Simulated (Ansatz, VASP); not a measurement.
# GaP in two plane-wave programs, part 2 of 2

Aim: how closely do two programs agree when they are given the same cell, functional and k mesh?

VASP 6.6.1 and Ansatz 0.2.0.

So far. Step 2 (VASP: band structure, PBE, spin-orbit coupling): The run ends at a pressure of 2.85 GPa.

## Step 3: Ansatz: band structure, PBE, spin-orbit coupling

Level of this step: Ansatz beside VASP: Kohn-Sham DFT, plane waves, PBE, spin-orbit coupling (Ansatz).

Ansatz runs on its fully relativistic PAW (standard-fr) files.

The same cell, functional, mesh and smearing now go to Ansatz, which takes its cutoff from its data sets.

Input file input.yaml:

```yaml
crystal:
  lattice:
    - [0.0, 2.72525, 2.72525]
    - [2.72525, 0.0, 2.72525]
    - [2.72525, 2.72525, 0.0]
  atoms:
    - { symbol: Ga, position: [0.0, 0.0, 0.0] }
    - { symbol: P, position: [0.25, 0.25, 0.25] }
hamiltonian:
  xc: pbe
  pseudopotentials: { kind: paw_fr }
magnetization:
  noncollinear: true
  spin_orbit: true
kpoints:
  mp_grid: { grid: [4, 4, 4] }
  band_path:
    path:
      - [0.0, 0.0, 0.0]
      - [0.18182, 0.0, 0.18182]
      - [0.36364, 0.0, 0.36364]
      - [0.40909, 0.0, 0.40909]
      - [0.5, 0.0, 0.5]
      - [0.5, 0.09091, 0.59091]
      - [0.5, 0.18182, 0.68182]
      - [0.5, 0.25, 0.75]
      - [0.45455, 0.29545, 0.75]
      - [0.40909, 0.34091, 0.75]
      - [0.375, 0.375, 0.75]
      - [0.20455, 0.20455, 0.40909]
      - [0.06818, 0.06818, 0.13636]
      - [0.04545, 0.04545, 0.04545]
      - [0.22727, 0.22727, 0.22727]
      - [0.40909, 0.40909, 0.40909]
      - [0.51136, 0.47727, 0.51136]
      - [0.55682, 0.38636, 0.55682]
      - [0.60227, 0.29545, 0.60227]
      - [0.61364, 0.25, 0.63636]
      - [0.56818, 0.25, 0.68182]
      - [0.51136, 0.25, 0.73864]
      - [0.5, 0.29545, 0.70455]
      - [0.5, 0.38636, 0.61364]
      - [0.5, 0.47727, 0.52273]
      - [0.47727, 0.47727, 0.54545]
      - [0.43182, 0.43182, 0.63636]
      - [0.38636, 0.38636, 0.72727]
      - [0.60227, 0.20455, 0.60227]
      - [0.55682, 0.11364, 0.55682]
      - [0.5, 0.0, 0.5]
    npoints: 1
scf:
  occupations: { method: gaussian, width: 0.01 }
  n_extra_bands: 14
output:
  forces: true
  stress: true
  eigenvalues: true
```

Run with:

```console
$ ansatz run input.yaml --threads 2 --pin off --max-ram 4608MiB --backend cpu --events-out ev --progress --plain --runs-dir out
```

Numbers of over 12 decimals in the logs are rounded to 6 here.

Log:

```text
scf.n_extra_bands = 14 over 18 filled bands (N_el = 18.0): the run solves 32 bands
Engine: ansatz 0.2.0, x86_64-unknown-linux-gnu
Pseudopotentials: kind: paw_fr
Pseudopotential: Ga, paw_fr, valence charge 13, recommended cutoff 420 eV (normal), Ga.paw.azcp#standard-fr
Pseudopotential: P, paw_fr, valence charge 5, recommended cutoff 420 eV (normal), P.paw.azcp#standard-fr
Functional definition: PBE
  parameter kappa = 0.804
  parameter beta = 0.066725
  exchange = pbe_x(kappa = kappa, mu = beta*pi^2/3)
  correlation = pbe_c(beta = beta)
non-collinear run that drives no moment, with spin-orbit: no starting moment large enough to seed its density (crystal.atoms[].spin), no starting occupations that ask for one, no magnetisation constraint and no magnetic field, so the semilocal B_xc is pinned to zero
Crystal: 2 atoms, lattice volume = 40.481 Å³
Basis set: ecut = 420 eV, 749 PW (Γ), exchange–correlation on 54×54×54 points (8 copies of the dense FFT grid, shifted against one another)
Bands: 32, of which v1, the nominal top of the filled ones, is band 18 counted from 1 (17 counted from 0)
Symmetry: 24 space group operations + 24 with time reversal
Magnetic group: BNS 216.75 (UNI 1577), of the structure as read, at distance tolerance 3.4e-5 Å
k-points: 8 of 64 (time reversal used)
Projection manifold: j_resolved (fully-relativistic pseudo-atomic orbitals)
Non-local potential: Ga, projectors of the file, l = 0: 2, l = 1: 4, l = 2: 6, l = 3: 2
Non-local potential: P, projectors of the file, l = 0: 2, l = 1: 4, l = 2: 4
PAW form: soft (Blöchl's): semilocal exchange-correlation on the pseudo side does not see the compensation charge
PAW one-centre angular grid: Ga, 590 points (default); XC on 64 Gauss nodes
PAW one-centre angular grid: P, 110 points (default); XC on 64 Gauss nodes
Initial density: superposition of atomic densities (chi_scale 0.1, normalization cell, long waves kept (reshape's long-wave potential 0.00 eV rms))
Initial wavefunctions: pseudopotential atomic-orbital guess
Functional: x = pbe(κ = 0.804, μ = 0.219515), c = pbe(β = 0.066725)
SCF iter   1: F=—  HF=-4539.670804 eV  |F-HF|=—  |Δ(HF+E_count)|=         —  Δρ=4.43e-2  dr2=7.56e-1  dr2_m=0.00e0 (ungated)  ethr=3.10e-3  |M|=0.00e0 ∫|m|=0.00e0 μB  |m|>n=0.0e0 m-floor=0.0e0 τ_xc=0.0e0  β_m=0.30  ⟨swp⟩=8.9  Hψ=1854  notcnv=0  defer=3
preconditioner: auto → none  [insulator: Δε(μ)=1.907 eV  Ē_g=17.865 eV  σ=0.010 eV  W_gap=1.00  n_scr=14 (ndim 8)  ℏωp=24.8 eV  f_vac=0.000  D(μ)=0.00/eV (n_scr^D=0)  ε∞_Penn≈2.9]
SCF iter   2: F=—  HF=-4539.525472 eV  |F-HF|=—  |Δ(HF+E_count)|=   1.45e-1  Δρ=2.84e-2  dr2=2.40e-1  dr2_m=0.00e0 (ungated)  ethr=3.10e-3  |M|=0.00e0 ∫|m|=0.00e0 μB  |m|>n=0.0e0 m-floor=0.0e0 τ_xc=0.0e0  β_m=0.47  ⟨swp⟩=2.0  Hψ=379  notcnv=0  defer=54
SCF iter   3: F=—  HF=-4539.491168 eV  |F-HF|=—  |Δ(HF+E_count)|=   3.43e-2  Δρ=7.17e-3  dr2=1.17e-2  dr2_m=0.00e0 (ungated)  ethr=1.33e-3  |M|=0.00e0 ∫|m|=0.00e0 μB  |m|>n=0.0e0 m-floor=0.0e0 τ_xc=0.0e0  β_m=0.56  ⟨swp⟩=2.2  Hψ=295  notcnv=0  defer=58
SCF iter   4: F=—  HF=-4539.492038 eV  |F-HF|=—  |Δ(HF+E_count)|=   8.70e-4  Δρ=1.36e-3  dr2=2.66e-4  dr2_m=0.00e0 (ungated)  ethr=6.49e-5  |M|=0.00e0 ∫|m|=0.00e0 μB  |m|>n=0.0e0 m-floor=0.0e0 τ_xc=0.0e0  β_m=0.54  ⟨swp⟩=3.8  Hψ=437  notcnv=0  defer=58
SCF iter   5: F=—  HF=-4539.492049 eV  |F-HF|=—  |Δ(HF+E_count)|=   1.02e-5  Δρ=3.60e-4  dr2=3.14e-5  dr2_m=0.00e0 (ungated)  ethr=1.48e-6  |M|=0.00e0 ∫|m|=0.00e0 μB  |m|>n=0.0e0 m-floor=0.0e0 τ_xc=0.0e0  β_m=0.61  ⟨swp⟩=2.0  Hψ=396  notcnv=0  defer=58
SCF iter   6: F=—  HF=-4539.492067 eV  |F-HF|=—  |Δ(HF+E_count)|=   1.84e-5  Δρ=1.06e-4  dr2=2.18e-6  dr2_m=0.00e0 (ungated)  ethr=1.74e-7  |M|=0.00e0 ∫|m|=0.00e0 μB  |m|>n=0.0e0 m-floor=0.0e0 τ_xc=0.0e0  β_m=0.76  ⟨swp⟩=2.0  Hψ=398  notcnv=0  defer=58
SCF iter   7: F=-4539.492069 eV  HF=-4539.492069 eV  |F-HF|=1.52e-8  |Δ(HF+E_count)|=   2.25e-6  Δρ=1.07e-5  dr2=5.14e-8  dr2_m=0.00e0 (ungated)  ethr=5.56e-10  |M|=0.00e0 ∫|m|=0.00e0 μB  |m|>n=0.0e0 m-floor=0.0e0 τ_xc=0.0e0  ⟨swp⟩=10.0  Hψ=1540  notcnv=0
SCF 1 converged in 7 iterations: F = -4539.492069 eV  dr2 = 5.14e-8
  greatest PAW one-centre occupation: 0.994 electrons in one spin orbital (limit 2), on the Ga atom at site 0 (counted from 0), in its partial waves of l = 2
NSCF: frozen V_eff on 31 k-points
SCF converged after 7 iterations
Magnetization: |M| = 0.0000 μB,  M = (+0.0000, +0.0000, +0.0000) μB
Absolute magnetization: 0.0000 μB (∫|m|)
  site 0: m = (+0.0000, +0.0000, +0.0000) μB, |m| = 0.0000 μB  (R = 0.97 Å)
  site 1: m = (+0.0000, +0.0000, +0.0000) μB, |m| = 0.0000 μB  (R = 0.97 Å)
Free energy (F): -4539.492069 eV
Harris-Foulkes:  -4539.492069 eV  (|F-HF|=1.52e-8)
Internal energy: -4539.492069 eV  (E = F + TS)
E sigma→0 (E₀):  -4539.492069 eV
Fermi energy:    7.959613 eV
--- Per-component energies (eV) ---
  E_band       = -57.804622
  E_kinetic    = 186.796858
  E_local      = -2201.103020  (includes V_loc(G=0)·N_el)
  E_nonlocal   = 459.206747
  E_hartree    = 1018.064561
  E_xc         = -130.819883
  E_vxc        = -119.091670  (∫ρ·V_xc dr)
  E_paw        = -2558.992286  (= ΣΔE_a)
  E_vpaw       = -419.750008  (= ΣTr[D̂ρ^β])
  E_aug_tail   = -0.000104  (compensation charges beyond the density's cutoff)
  E_ewald      = -1312.644944
  E_smearing   = -0.000000  (= −TS)
  E_closure    = -0.000000  (closes the sum)
  Σ components = -4539.492069   (vs F -4539.492069, Δ=0.00e0)
--- Forces (eV/Å), atoms counted from 1 ---
  atom   1  Ga     0.00000000    -0.00000000    -0.00000000
  atom   2  P     -0.00000000     0.00000000     0.00000000
  max |Σ_I F_I| component: 1.76e-16 eV/Å
--- Stress (GPa, compression-positive) ---
        2.913429      -0.000000      -0.000000
        0.000000       2.913429       0.000000
       -0.000000       0.000000       2.913429
  P = ⅓ Tr σ = 2.9134 GPa (29.134 kbar)
--- Band table (eV; the first three rows and the last of 8) ---
  k-point 0: bands = [... 14 lower, 7.1591, 7.1591, 7.1591, 7.1591, 8.9510, 8.9510, 10.8736, 10.8736, ... 10 higher]
  k-point 1: bands = [... 14 lower, 6.4310, 6.4310, 6.4940, 6.4984, 9.2699, 9.2699, 11.7957, 11.7957, ... 10 higher]
  k-point 2: bands = [... 14 lower, 5.9712, 5.9712, 6.0409, 6.0409, 8.7871, 8.7871, 11.7859, 11.7859, ... 10 higher]
  k-point 7: bands = [... 14 lower, 3.5325, 3.5508, 3.6700, 3.7196, 11.8162, 11.8199, 11.9681, 11.9958, ... 10 higher]
```

The job ended after 3.6 s (2 threads of Intel Xeon Platinum 8488C (Sapphire Rapids), shared host; peak memory 0.43 GiB; 5.8 s of CPU time).

## Step 4: Side by side

Known differences besides the potentials themselves: spin-orbit coupling enters by fully relativistic files in Ansatz and inside the spheres in VASP; the cutoff is 420 eV in Ansatz and 430 eV in VASP. Total energies have different zeros and are not compared.

Both answers:

```
                     quantity  Ansatz   VASP  difference
gap over the path points (eV)   1.545  1.546      -0.002
```

Levels at points of the path, from each program's valence-band top (eV; 6 filled, then empty):

```
k (reciprocal lattice)                                                               Ansatz                                                                 VASP
     0.000 0.000 0.000        -0.09 -0.09 0.00 0.00 0.00 0.00 1.79 1.79 3.71 3.71 3.88 3.88        -0.08 -0.08 0.00 0.00 0.00 0.00 1.79 1.79 3.72 3.72 3.89 3.89
     0.182 0.000 0.182    -2.55 -2.55 -1.18 -1.18 -1.15 -1.15 2.61 2.61 3.85 3.85 5.55 5.55    -2.55 -2.55 -1.18 -1.18 -1.15 -1.15 2.61 2.61 3.85 3.85 5.55 5.55
     0.364 0.000 0.364    -5.53 -5.53 -2.43 -2.43 -2.40 -2.40 1.61 1.61 2.58 2.58 8.64 8.64    -5.53 -5.53 -2.42 -2.42 -2.40 -2.40 1.62 1.62 2.58 2.58 8.65 8.65
     0.409 0.000 0.409    -6.15 -6.15 -2.60 -2.60 -2.57 -2.57 1.54 1.54 2.20 2.20 9.44 9.44    -6.15 -6.15 -2.60 -2.60 -2.57 -2.57 1.55 1.55 2.20 2.20 9.44 9.44
     0.500 0.000 0.500  -6.81 -6.81 -2.74 -2.74 -2.71 -2.71 1.60 1.60 1.78 1.78 10.48 10.48  -6.80 -6.80 -2.73 -2.73 -2.71 -2.71 1.60 1.60 1.78 1.78 10.48 10.48
     0.500 0.091 0.591    -6.75 -6.75 -3.03 -3.01 -2.98 -2.96 2.22 2.24 2.40 2.41 9.18 9.20    -6.75 -6.75 -3.03 -3.01 -2.98 -2.96 2.22 2.24 2.40 2.41 9.19 9.21
     0.500 0.182 0.682    -6.65 -6.64 -3.49 -3.47 -3.38 -3.33 3.69 3.72 3.87 3.88 7.11 7.17    -6.64 -6.63 -3.49 -3.47 -3.38 -3.33 3.70 3.72 3.87 3.89 7.12 7.17
     0.500 0.250 0.750    -6.61 -6.59 -3.63 -3.61 -3.49 -3.44 4.66 4.66 4.81 4.84 5.98 6.09    -6.60 -6.59 -3.62 -3.61 -3.49 -3.44 4.66 4.66 4.81 4.84 5.99 6.09
     0.455 0.295 0.750    -6.60 -6.59 -3.81 -3.79 -3.08 -3.05 3.61 3.62 4.83 4.84 6.53 6.57    -6.59 -6.58 -3.81 -3.79 -3.08 -3.05 3.61 3.62 4.84 4.84 6.53 6.58
     0.409 0.341 0.750    -6.60 -6.59 -3.96 -3.94 -2.50 -2.48 2.46 2.47 4.77 4.78 7.56 7.58    -6.60 -6.59 -3.96 -3.94 -2.50 -2.48 2.46 2.47 4.78 4.78 7.56 7.59
```

Among the levels compared at these points, filled levels agree within 4 meV and empty ones within 6 meV. Not compared: the pressure (VASP's GW data sets at this cutoff don't carry it).

## Step 5: Results

```
difference in gap over the path points (band structure, PBE, spin-orbit coupling) : -0.0015 eV
```

In words: The difference in gap over the path points is -0.0015 eV (band structure, PBE, spin-orbit coupling), within the 0.08 eV picked in this series as the mark of a large difference. 1 further run of this series is not shown here. Such differences can come from data sets, numerical settings and the points named under the comparisons, not from the functional's error against experiment.

[Lines on the potential files, build, host, timing and source positions are cut from VASP's logs without a mark.]

[Logs are printed without paths, hosts, clocks, repeated set-up lines and the standing remarks that a program may print on its own settings, such as how far it seeks lower states.]

[Hosts, paths, dates, database ids (printed as entryN), source tags and the programs' standing remarks are cut or masked in the printed files.]
